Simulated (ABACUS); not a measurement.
Na2S:

```
CELL_PARAMETERS angstrom
0.00000 3.27350 3.27350
3.27350 0.00000 3.27350
3.27350 3.27350 0.00000
ATOMIC_POSITIONS crystal
S 0.00000 0.00000 0.00000
Na 0.75000 0.75000 0.75000
Na 0.25000 0.25000 0.25000
```

Base run:

| Quantity | Value |
| --- | --- |
| Program | ABACUS 3.10.1 |
| Functional | PBEsol |
| Potentials or basis | PseudoDojo NC SR 0.5 PBE stringent |
| Cutoff | 1211 eV |
| Density cutoff | 4844 eV |
| Basis | plane waves |
| k mesh | 6 × 6 × 6 |
| Occupations | fermi-dirac, width 0.05 eV |
| Spin | no spin polarisation |

Its results: band gap on the k mesh 2.35 eV, direct; pressure -0.5 GPa.

Q: The run is repeated on the same cell with these changes: functional from PBEsol to LDA; potentials or basis from PseudoDojo NC SR 0.5 PBE stringent to PseudoDojo NC SR 0.4.1 LDA stringent. What comes out?

A: Band gap on the k mesh 2.23 eV, direct; pressure -2.1 GPa.

Caveats: the potentials were made for another functional, which shifts forces and pressure (some runs).

A k mesh can miss the band edges.

Not every run made on this cell is shown here.
